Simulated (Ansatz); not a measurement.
## AlN (P6_3mc): the host for defect calculations

Aim: the runs on the perfect crystal AlN (P6_3mc) that a defect calculation needs first.

Program: Ansatz 0.2.0. Level of theory: plane-wave PAW DFT, r2SCAN; single point of the host's primitive cell on a dense mesh; PAW set soft_1, in the first sound run; inputs show where later runs differ. Results are calculated unless marked as measured.

Most raw output is cut from this account.

### Step 1. Set-up

The structure is hexagonal, space group P6_3mc (No. 186). The conventional cell has a = 3.107 Å, b = 3.107 Å, c = 4.978 Å, α = 90.00°, β = 90.00°, γ = 120.00°. Nearest to Al lie 4 N at 1.89 to 1.90 Å. Nearest to N lie 4 Al at 1.89 to 1.90 Å. Farther neighbours and most contacts between anions are not listed.

### Step 2. Primitive cell on a dense mesh

A dense mesh gives the host's converged energy, against which the supercell's sampling is tested.

The input, dense/input.yaml:

```yaml
crystal:
  lattice:
    - [3.1065218453, 2.87e-08, 0.0]
    - [-1.5532609475, 2.6903268211, 0.0]
    - [0.0, 0.0, 4.9782388595]
  atoms:
    - { symbol: Al, position: [0.6666666667, 0.3333333333, 0.4992033348] }
    - { symbol: Al, position: [0.3333333333, 0.6666666667, 0.9992033348] }
    - { symbol: "N", position: [0.6666666667, 0.3333333333, 0.8807966652] }
    - { symbol: "N", position: [0.3333333333, 0.6666666667, 0.3807966652] }
basis:
  ecutwfc: 500
  xc_grid: 2
hamiltonian:
  xc: r2scan
  pseudopotentials: { kind: paw, azcp: { folder: soft_1 } }
kpoints:
  mp_grid: { grid: [10, 10, 6] }
scf:
  occupations: { method: fermi_dirac, width: 0.01 }
  max_iter: 80
```

Launch:

```sh
> ansatz run input.yaml --threads 8 --pin off --max-ram 15073MiB --backend cpu --events-out ev --progress --plain --runs-dir out
```

The job ended after 0.8 s (8 threads of Arm Neoverse V2, shared host; peak memory 0.36 GiB).

### Step 3. Self-consistent run

This step: plane-wave PAW DFT, r2SCAN; single point of the defect-free supercell, a test of its k-points; PAW set soft_1 (Ansatz 0.2.0).

System of this step: AlN (P6_3mc). The cell holds 96 atoms: 48 Al and 48 N. Cell: a = 10.761 Å, b = 10.761 Å, c = 9.956 Å, α = 90.0°, β = 90.0°, γ = 120.0°.

The input, pristine.sampling/input.yaml:

```yaml
crystal:
  lattice:
    - [9.3195654863, 5.3806537569, 0.0]
    - [-9.3195655856, 5.3806535849, 0.0]
    - [0.0, 0.0, 9.956477719]
  atoms:
    - { symbol: Al, position: [0.0, 0.1666666666, 0.2496016674] }
    - { symbol: Al, position: [0.1666666666, 0.0, 0.2496016674] }
    - { symbol: Al, position: [0.3333333334, 0.3333333333, 0.2496016674] }
    - { symbol: Al, position: [0.0, 0.3333333334, 0.4996016674] }
    - { symbol: Al, position: [0.1666666666, 0.1666666667, 0.4996016674] }
    - { symbol: Al, position: [0.3333333334, 0.0, 0.4996016674] }
    - { symbol: "N", position: [0.0, 0.1666666666, 0.4403983326] }
    - { symbol: "N", position: [0.1666666666, 0.0, 0.4403983326] }
    - { symbol: "N", position: [0.3333333334, 0.3333333333, 0.4403983326] }
    - { symbol: "N", position: [0.0, 0.3333333334, 0.1903983326] }
    - { symbol: "N", position: [0.1666666666, 0.1666666667, 0.1903983326] }
    - { symbol: "N", position: [0.3333333334, 0.0, 0.1903983326] }
    - { symbol: Al, position: [0.0, 0.1666666666, 0.7496016674] }
    - { symbol: Al, position: [0.1666666666, 0.0, 0.7496016674] }
    - { symbol: Al, position: [0.3333333334, 0.3333333333, 0.7496016674] }
    - { symbol: Al, position: [0.0, 0.3333333334, 0.9996016674] }
    - { symbol: Al, position: [0.1666666666, 0.1666666667, 0.9996016674] }
    - { symbol: Al, position: [0.3333333334, 0.0, 0.9996016674] }
    - { symbol: "N", position: [0.0, 0.1666666666, 0.9403983326] }
    - { symbol: "N", position: [0.1666666666, 0.0, 0.9403983326] }
    - { symbol: "N", position: [0.3333333334, 0.3333333333, 0.9403983326] }
    - { symbol: "N", position: [0.0, 0.3333333334, 0.6903983326] }
    - { symbol: "N", position: [0.1666666666, 0.1666666667, 0.6903983326] }
    - { symbol: "N", position: [0.3333333334, 0.0, 0.6903983326] }
    - { symbol: Al, position: [0.0, 0.6666666666, 0.2496016674] }
    - { symbol: Al, position: [0.1666666666, 0.5, 0.2496016674] }
    - { symbol: Al, position: [0.3333333334, 0.8333333333, 0.2496016674] }
    - { symbol: Al, position: [0.0, 0.8333333333, 0.4996016674] }
    - { symbol: Al, position: [0.1666666666, 0.6666666667, 0.4996016674] }
    - { symbol: Al, position: [0.3333333334, 0.5, 0.4996016674] }
    - { symbol: "N", position: [0.0, 0.6666666666, 0.4403983326] }
    - { symbol: "N", position: [0.1666666666, 0.5, 0.4403983326] }
    - { symbol: "N", position: [0.3333333334, 0.8333333333, 0.4403983326] }
    - { symbol: "N", position: [0.0, 0.8333333333, 0.1903983326] }
    - { symbol: "N", position: [0.1666666666, 0.6666666667, 0.1903983326] }
    - { symbol: "N", position: [0.3333333334, 0.5, 0.1903983326] }
    - { symbol: Al, position: [0.0, 0.6666666666, 0.7496016674] }
    - { symbol: Al, position: [0.1666666666, 0.5, 0.7496016674] }
    - { symbol: Al, position: [0.3333333334, 0.8333333333, 0.7496016674] }
    - { symbol: Al, position: [0.0, 0.8333333333, 0.9996016674] }
    - { symbol: Al, position: [0.1666666666, 0.6666666667, 0.9996016674] }
    - { symbol: Al, position: [0.3333333334, 0.5, 0.9996016674] }
    - { symbol: "N", position: [0.0, 0.6666666666, 0.9403983326] }
    - { symbol: "N", position: [0.1666666666, 0.5, 0.9403983326] }
    - { symbol: "N", position: [0.3333333334, 0.8333333333, 0.9403983326] }
    - { symbol: "N", position: [0.0, 0.8333333333, 0.6903983326] }
    - { symbol: "N", position: [0.1666666666, 0.6666666667, 0.6903983326] }
    - { symbol: "N", position: [0.3333333334, 0.5, 0.6903983326] }
    - { symbol: Al, position: [0.5, 0.1666666666, 0.2496016674] }
    - { symbol: Al, position: [0.6666666666, 0.0, 0.2496016674] }
    - { symbol: Al, position: [0.8333333333, 0.3333333333, 0.2496016674] }
    - { symbol: Al, position: [0.5, 0.3333333334, 0.4996016674] }
    - { symbol: Al, position: [0.6666666666, 0.1666666667, 0.4996016674] }
    - { symbol: Al, position: [0.8333333333, 0.0, 0.4996016674] }
    - { symbol: "N", position: [0.5, 0.1666666666, 0.4403983326] }
    - { symbol: "N", position: [0.6666666666, 0.0, 0.4403983326] }
    - { symbol: "N", position: [0.8333333333, 0.3333333333, 0.4403983326] }
    - { symbol: "N", position: [0.5, 0.3333333334, 0.1903983326] }
    - { symbol: "N", position: [0.6666666666, 0.1666666667, 0.1903983326] }
    - { symbol: "N", position: [0.8333333333, 0.0, 0.1903983326] }
    - { symbol: Al, position: [0.5, 0.1666666666, 0.7496016674] }
    - { symbol: Al, position: [0.6666666666, 0.0, 0.7496016674] }
    - { symbol: Al, position: [0.8333333333, 0.3333333333, 0.7496016674] }
    - { symbol: Al, position: [0.5, 0.3333333334, 0.9996016674] }
    - { symbol: Al, position: [0.6666666666, 0.1666666667, 0.9996016674] }
    - { symbol: Al, position: [0.8333333333, 0.0, 0.9996016674] }
    - { symbol: "N", position: [0.5, 0.1666666666, 0.9403983326] }
    - { symbol: "N", position: [0.6666666666, 0.0, 0.9403983326] }
    - { symbol: "N", position: [0.8333333333, 0.3333333333, 0.9403983326] }
    - { symbol: "N", position: [0.5, 0.3333333334, 0.6903983326] }
    - { symbol: "N", position: [0.6666666666, 0.1666666667, 0.6903983326] }
    - { symbol: "N", position: [0.8333333333, 0.0, 0.6903983326] }
    - { symbol: Al, position: [0.5, 0.6666666666, 0.2496016674] }
    - { symbol: Al, position: [0.6666666666, 0.5, 0.2496016674] }
    - { symbol: Al, position: [0.8333333333, 0.8333333333, 0.2496016674] }
    - { symbol: Al, position: [0.5, 0.8333333333, 0.4996016674] }
    - { symbol: Al, position: [0.6666666666, 0.6666666667, 0.4996016674] }
    - { symbol: Al, position: [0.8333333333, 0.5, 0.4996016674] }
    - { symbol: "N", position: [0.5, 0.6666666666, 0.4403983326] }
    - { symbol: "N", position: [0.6666666666, 0.5, 0.4403983326] }
    - { symbol: "N", position: [0.8333333333, 0.8333333333, 0.4403983326] }
    - { symbol: "N", position: [0.5, 0.8333333333, 0.1903983326] }
    - { symbol: "N", position: [0.6666666666, 0.6666666667, 0.1903983326] }
    - { symbol: "N", position: [0.8333333333, 0.5, 0.1903983326] }
    - { symbol: Al, position: [0.5, 0.6666666666, 0.7496016674] }
    - { symbol: Al, position: [0.6666666666, 0.5, 0.7496016674] }
    - { symbol: Al, position: [0.8333333333, 0.8333333333, 0.7496016674] }
    - { symbol: Al, position: [0.5, 0.8333333333, 0.9996016674] }
    - { symbol: Al, position: [0.6666666666, 0.6666666667, 0.9996016674] }
    - { symbol: Al, position: [0.8333333333, 0.5, 0.9996016674] }
    - { symbol: "N", position: [0.5, 0.6666666666, 0.9403983326] }
    - { symbol: "N", position: [0.6666666666, 0.5, 0.9403983326] }
    - { symbol: "N", position: [0.8333333333, 0.8333333333, 0.9403983326] }
    - { symbol: "N", position: [0.5, 0.8333333333, 0.6903983326] }
    - { symbol: "N", position: [0.6666666666, 0.6666666667, 0.6903983326] }
    - { symbol: "N", position: [0.8333333333, 0.5, 0.6903983326] }
basis:
  ecutwfc: 500
  xc_grid: 2
hamiltonian:
  xc: r2scan
  pseudopotentials: { kind: paw, azcp: { folder: soft_1 } }
kpoints:
  mp_grid: { grid: [1, 1, 1], shift: [0.25, 0.25, 0.25] }
scf:
  occupations: { method: fermi_dirac, width: 0.01 }
  max_iter: 80
```

Run time: 7.3 s. Hardware: 8 threads; peak memory 2.3 GiB.

Numbers from this step:

```yaml
energy_over_dense_mesh: -0.001128 eV/atom
```

### Step 4. Defect free supercell relaxed from its symmetric sites

This cell, the one that will hold the defects, is built from the relaxed host. Its coarser k-points can move the atoms a little, so it is relaxed from the symmetric sites, as the reference for the test of stability.

This step: plane-wave PAW DFT, r2SCAN; relaxation of the defect-free supercell from its symmetric sites; PAW set soft_1 (Ansatz 0.2.0).

pristine.symmetric/input.yaml, as its differences from pristine.sampling/input.yaml of step 3:

```diff
@@ -113 +113,12 @@
   max_iter: 80
+output:
+  forces: true
+relax:
+  f_tol: 0.01
+  max_steps: 60
+  escape_saddle: false
+checkpoint:
+  write: "../pristine.symmetric.run"
+  compress: false
+  write_wavefunctions: false
+  write_every: 100000
```

It took 14 s on 8 threads; peak memory 2.3 GiB; 1.8 min of CPU time.

No atom moved by 0.005 Å in the relaxation.

### Step 5. Defect free supercell relaxed from displaced atoms

This step: plane-wave PAW DFT, r2SCAN; relaxation of the defect-free supercell from random displacements, a test of the host's stability; PAW set soft_1 (Ansatz 0.2.0).

pristine.rattled/input.yaml, as its differences from pristine.symmetric/input.yaml of step 4:

```diff
@@ -117,6 +117,6 @@
   f_tol: 0.01
-  max_steps: 60
-  escape_saddle: false
+  max_steps: 120
+  random_displacement: { amplitude: 0.08, seed: 1236 }
 checkpoint:
-  write: "../pristine.symmetric.run"
+  write: "../pristine.rattled.run"
   compress: false
```

Run time: 41 s. Hardware: 8 threads; peak memory 2.3 GiB.

Relaxation path:

```csv
step,energy less that of the first step (eV),largest force component (eV/Å)
1,0.0000,4.1140
2,-4.8771,1.8213
3,-7.0090,0.0286
4,-7.0090,0.0288
5,-7.0094,0.0063
```

The relaxation ends 73 meV an atom lower than the displaced start, with a largest force component of 0.0063 eV/Å.

### Step 6. Outcome

```
supercell relaxed in its symmetry less the displaced and relaxed one : 0.000 eV
energy an atom at one point at (¼, ¼, ¼) less that on the dense mesh : -0.001 eV
```

**Reading.** Step 5: The energy fell by 7.009 eV from the randomly displaced start; the atoms end within 0.005 Å of the sites as typed, once the mean shift is taken out. The displaced cell ends within 0.01 eV of the symmetric one relaxed in its symmetry, so no lower structure shows in this supercell. All at zero temperature.

[Logs are printed without paths, hosts, clocks, repeated set-up lines and the standing remarks that a program may print on its own settings, such as how far it seeks lower states.]

[Hosts, paths, dates, database ids (printed as entryN), source tags and the programs' standing remarks are cut or masked in the printed files.]

[Runs of the host that timed out are not shown.]

[For some hosts the program warned that the k-mesh of the response run may be too coarse for force constants and the static dielectric constant; such warnings are not always shown.]
